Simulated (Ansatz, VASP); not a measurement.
# Two plane-wave programs on MgS

```xyz
4
Lattice="4.1189 0.0000 -0.1572 -2.0595 3.3249 0.0786 -0.2507 0.0000 5.8547" Properties=species:S:1:pos:R:3 pbc="T T T"
Mg    2.0415    1.3482    2.7162
Mg   -0.1433    1.9767    5.7222
S    -0.2013    2.0980    2.3281
S     1.7328    1.2269    5.1769
```

Alike in both runs: task single point; functional PBEsol; k mesh 6 × 6 × 4; occupations gaussian, width 0.02 eV; no spin polarisation.

|  | VASP | Ansatz |
| --- | --- | --- |
| version | VASP 6.6.1 | Ansatz 0.2.0 |
| potentials or method | VASP PAW PBE potentials, release 64 (Mg, S) | scalar-relativistic, plane waves, PAW |
| plane-wave cutoff (eV) | 520 | 420 |
| valence electrons in the cell | 16 | 32 |

Ansatz gave:

```
gap on the k mesh at the Fermi level (eV)       : 3.02
least direct gap on the mesh (eV)               : 3.02
pressure (GPa)                                  : 10.6
largest component of the traceless stress (GPa) : 14.58
rms of the force components (eV/Å)              : 2.062
```

**Question.** Estimate VASP's values.

**Answer.** gap on the k mesh at the Fermi level (eV): 3.02; least direct gap on the mesh (eV): 3.02; pressure (GPa): 10.6; largest component of the traceless stress (GPa): 14.78; rms of the force components (eV/Å): 2.089.

Atom by atom the forces differ by 0.027 eV/Å (rms over components). The two sets of potentials don't hold the same shells in valence.

Caveats: the PAW data sets were made with another functional, which shifts forces and pressure a little (VASP). A k mesh can miss the band edges.
